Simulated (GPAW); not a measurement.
# Sc (P6_3/mmc) in GPAW: electron localisation function with PBEint

Aim: the electron localisation function of Sc with PBEint.

Program: GPAW 26.7.0. These are calculated values, not measurements. Logs are shortened: lines on timing, memory, paths and dates and some standing lists are left out, and cuts for length are marked. The log counts tension as positive stress, the text compression.

**1. The structure**

Symmetry: P6_3/mmc, No. 194, hexagonal system. Conventional cell: a = 3.309 Å, b = 3.309 Å, c = 5.273 Å, α = 90.00°, β = 90.00°, γ = 120.00°. Around Sc (site symmetry -6m2) lie 12 Sc at 3.26 to 3.31 Å.

**2. Electron localisation function, PBEint**

run.py reads:

```python
from ase import Atoms
from ase.dft.bandgap import bandgap
from ase.io import write
from ase.units import Bohr, GPa
from gpaw import GPAW, PW, setup_paths
from gpaw.elf import elf_from_dft_calculation

setup_paths.insert(0, '.')

atoms = Atoms(['Sc', 'Sc'],
              cell=[[3.309, 0.0, 0.0],
                    [-1.6545, 2.8656780611, 0.0],
                    [0.0, 0.0, 5.2733]],
              scaled_positions=[[0.6666666667, 0.3333333333, 0.75],
                                [0.3333333333, 0.6666666667, 0.25]],
              pbc=True)

calc = GPAW(mode=PW(600),
            xc='GGA_X_PBEINT+GGA_C_PBEINT',
            kpts={'size': (9, 9, 5), 'gamma': True},
            occupations={'name': 'fermi-dirac', 'width': 0.05},
            nbands=23,
            convergence={'density': 1e-05, 'energy': 1e-05},
            maxiter=150,
            txt='gpaw.txt')
atoms.calc = calc
energy = atoms.get_potential_energy()
forces = atoms.get_forces()
stress = atoms.get_stress()
calc.write('gs.gpw')
write('result.traj', atoms)
print(f'Energy: {energy:.6f} eV')
print('Forces (eV/A):')
print(forces.round(4))
print('Stress (GPa):', (stress / GPa).round(3))
print('Fermi level:', round(calc.get_fermi_level(), 4), 'eV')
print(f'Gap: {bandgap(calc)[0]:.4f} eV, direct: {bandgap(calc, direct=True)[0]:.4f} eV')

# fields on the real-space grid
write('density.cube', atoms, data=calc.get_pseudo_density() * Bohr**3)
write('potential.cube', atoms, data=calc.get_electrostatic_potential())
write('elf.cube', atoms, data=elf_from_dft_calculation(calc).data)
```

Potentials or basis: PAW data sets generated in the run's folder for this functional, pw.

The run is started by

```
$ gpaw-setup -f GGA_X_PBEINT+GGA_C_PBEINT Sc
$ OMP_NUM_THREADS=1 python run.py
```

gpaw.txt:

```text
__  _  _
 | _ |_)|_||  |
 |__||  | ||/\| - 26.7.0

Input parameters:
  mode=PW(ecut=600.0),
  convergence={'density': 1e-05, 'energy': 1e-05},
  kpts=MonkhorstPack(size=(9, 9, 5), gamma=True),
  maxiter=150,
  nbands=23,
  occupations=Occupations(name='fermi-dirac', width=0.05),
  xc=XC(name='GGA_X_PBEINT+GGA_C_PBEINT')

Diagonalizing LCAO Hamiltonian
Converting LCAO to pw mode

           Sc

        Sc

Atoms  # Å, Bohr magnetons
|   | symbol |         x |        y |        z |    initial magnetic moments |
|---|--------|-----------|----------|----------|-----------------------------|
| 0 |     Sc |  1.654500 | 0.955226 | 3.954975 | ( 0.0000,  0.0000,  0.0000) |
| 1 |     Sc | -0.000000 | 1.910452 | 1.318325 | ( 0.0000,  0.0000,  0.0000) |

Unit cell  # Å
| periodic |         x |        y |        z |  lengths |     angles |
|----------|-----------|----------|----------|----------|------------|
|      yes |  3.309000 | 0.000000 | 0.000000 | 3.309000 |  90.000000 |
|      yes | -1.654500 | 2.865678 | 0.000000 | 3.309000 |  90.000000 |
|      yes |  0.000000 | 0.000000 | 5.273300 | 5.273300 | 120.000000 |

Number of symmetries: 12
Symmetry operations  # r_c * U_cc + t_c -> r_c
|    | kind |            matrix            |
|----|------|------------------------------|
|  0 |  σ   |  1, 1, 0,  0,-1, 0,  0, 0, 1 |
|  1 |  S6  |  1, 1, 0, -1, 0, 0,  0, 0,-1 |
|  2 |  E   |  1, 0, 0,  0, 1, 0,  0, 0, 1 |
|  3 |  C2  |  1, 0, 0, -1,-1, 0,  0, 0,-1 |
|  4 |  C2  |  0, 1, 0,  1, 0, 0,  0, 0,-1 |
|  5 |  C3  |  0, 1, 0, -1,-1, 0,  0, 0, 1 |
|  6 |  S6  |  0,-1, 0,  1, 1, 0,  0, 0,-1 |
|  7 |  σ   |  0,-1, 0, -1, 0, 0,  0, 0, 1 |
|  8 |  σ   | -1, 0, 0,  1, 1, 0,  0, 0, 1 |
|  9 |  i   | -1, 0, 0,  0,-1, 0,  0, 0,-1 |
| 10 |  C3  | -1,-1, 0,  1, 0, 0,  0, 0, 1 |
| 11 |  C2  | -1,-1, 0,  0, 1, 0,  0, 0,-1 |

BZ-sampling:
  Number of BZ points: 405
  Number of IBZ points: 50

  Monkhorst-Pack size: [9, 9, 5]
  Monkhorst-Pack shift: [0, 0, 0]

K-points  # in reciprocal-cell coordinates
|     |                                coordinates |     weight |
|-----|--------------------------------------------|------------|
|   0 | (  0.00000000,   0.00000000,   0.00000000) | 0.00246914 |
|   1 | (  0.00000000,   0.00000000,   0.20000000) | 0.00493827 |
|   2 | (  0.00000000,   0.00000000,   0.40000000) | 0.00493827 |
|   3 | (  0.11111111,   0.00000000,  -0.40000000) | 0.01481481 |
|   4 | (  0.11111111,   0.00000000,  -0.20000000) | 0.01481481 |
|   5 | (  0.11111111,   0.00000000,   0.00000000) | 0.01481481 |
|   6 | (  0.11111111,   0.00000000,   0.20000000) | 0.01481481 |
|   7 | (  0.11111111,   0.00000000,   0.40000000) | 0.01481481 |
|   8 | (  0.22222222,  -0.11111111,   0.00000000) | 0.01481481 |
|   9 | (  0.22222222,  -0.11111111,   0.20000000) | 0.02962963 |
| ... |                                            |            |
|  49 | (  0.44444444,   0.44444444,   0.40000000) | 0.02962963 |

Plane wave coefficients: 1713
Cutoff: 600.0 eV

Spin-components: 1 (collinear spins)
Bands:           23
Projectors:      12
Spin-degeneracy: 2
Datatype:        complex128

Parallelization:
  kpt:    1
  domain: 1
  band:   1

Density:
  Valence electrons: 22.0
  Components: 1
  Grid points: [20 20 30]
  Charge: 0.0  # |e|

Potential:
  Grid points: [20 20 30]

species:
  Sc:
    name:    Scandium
    Z:       21.0
    valence: 11
    core:    10
    charge:  0.0  # [|e|]
    compensation charges:
      type: gauss
      rc: 0.39  # [Å]
      lmax: 2
    cutoffs:
      filter: 2.14  # [Å]
      core: 1.08  # [Å]
    projectors
    | kind |    occ | energy [eV] | rcut [Å] |
    |------|--------|-------------|----------|
    |   3s |  2.000 |     -54.914 |    1.228 |
    |   4s |  2.000 |      -4.143 |    1.228 |
    |   3p |  6.000 |     -33.554 |    1.281 |
    |   4p |  0.000 |      -1.439 |    1.281 |
    |   3d |  1.000 |      -3.190 |    1.196 |
    |    d |        |      24.021 |    1.196 |

    Using partial waves for Sc as LCAO basis

Reference energy: -41531.420460  # eV

eigensolver:
  PPCG
  Converge bands: occupied
  niter=2

density mixing:
  MSR1-Mixer
  Pratt-step length: 0.05
  Maximum mixing coefficient: 0.75
  Old densities: 10
  SVD Regularization: 0.005
  Good broyden scale: 1.0
  Trust region scale: 1.0
  Backstep threshold: 4.0
  History deletion threshold: 6.0
  Fourier metric: weight=20.0, sigma=0.015

occupation numbers:
  Fermi-Dirac:
    width: 0.0500  # eV

poisson solver:
  ecut: 4800.0  # eV

xc functional:
  name: GGA_X_PBEINT+GGA_C_PBEINT with 2 nearest neighbor stencil

convergence criteria:
- Maximum integral of absolute [dens]ity change: 1e-05 electrons / valence electron
- Maximum [total energy] change in last 3 cyles: 1e-05 eV / valence electron
- Maximum integral of absolute [eigenst]ate change: 4e-08 eV^2 / valence electron
maximum number of iterations: 150

SCF iterations
|iter     | |      energy | eigst |  dens |
|---------|-|-------------|-------|-------|
|iter:   1| |  -10.001979 | +0.28 |       |
|iter:   2| |   -9.963696 | -0.85 | -1.33 |
|iter:   3| |   -9.782128 | -1.10 | -1.37 |
|iter:   4| |   -9.786151 | -2.14 | -2.02 |
|iter:   5| |   -9.787488 | -3.47 | -2.34 |
|iter:   6| |   -9.787491 | -4.67 | -3.70 |
|iter:   7| |   -9.787492c| -5.54 | -4.18 |
|iter:   8| |   -9.787492c| -6.64 | -4.94 |
|iter:   9| |   -9.787492c| -7.97c| -5.95c|

Converged in 9 steps
Energy contributions relative to reference atoms: (reference = -41531.420460)

Energy contributions:
  Kinetic:          -1.775335
  Coulomb:           1.817107
  Zero:              0.232909
  External:          0.000000
  Xc:              -10.044281
  Entropy:          -0.035785
  Spinorbit:         0.000000
  ----------------------------
  Free energy:      -9.805385
  Extrapolated:     -9.787492

dipole moment: (0.000000, 0.000000, 0.000001)  # |e|*Ang

Fermi level: 5.507
Eigenvalues  # (at kpt = [0.000, 0.000, 0.000])
| band index |      eig [eV] | occ [0-2] |
|------------|---------------|-----------|
|          0 |       -43.844 |     2.000 |
|        ... |               |           |
|          2 |       -22.693 |     2.000 |
|          3 |       -22.368 |     2.000 |
|          4 |       -22.368 |     2.000 |
|          5 |       -22.311 |     2.000 |
|          6 |       -22.311 |     2.000 |
|          7 |       -22.294 |     2.000 |
[... 8 lines left out ...]
|         16 |         7.893 |     0.000 |
|         17 |         7.893 |     0.000 |
|        ... |               |           |
|         22 |        19.511 |     0.000 |

No gap
No difference between direct/indirect transitions

Forces  # eV/Ang
|        x |       y |        z |
|----------|---------|----------|
| -0.00000 | 0.00000 | -0.00000 |  # Sc   0
| -0.00000 | 0.00000 |  0.00000 |  # Sc   1

Stress tensor  # eV/Ang^3
|         x |         y |        z |
|-----------|-----------|----------|
|  0.007426 | -0.000000 | 0.000000 |
| -0.000000 |  0.007426 | 0.000000 |
|  0.000000 |  0.000000 | 0.016813 |

# Writing to gs.gpw (mode='')
```

stdout:

```text
Energy: -9.787492 eV
Forces (eV/A):
[[-0.  0. -0.]
 [-0.  0.  0.]]
Stress (GPa): [ 1.19   1.19   2.694  0.     0.    -0.   ]
Fermi level: 5.5071 eV
Gap: 0.0000 eV, direct: 0.0000 eV
```

Wall time 32 s (1 thread of Arm Neoverse V1, shared host); peak memory 0.18 GiB.

Results:

* Free energy: -9.8054 eV
* Pressure: -1.7 GPa
* Band gap on the k mesh: none (metal or under the smearing width)

Stress tensor (GPa, compression positive):
```
-1.19  0.00  0.00
 0.00 -1.19  0.00
 0.00  0.00 -2.69
```
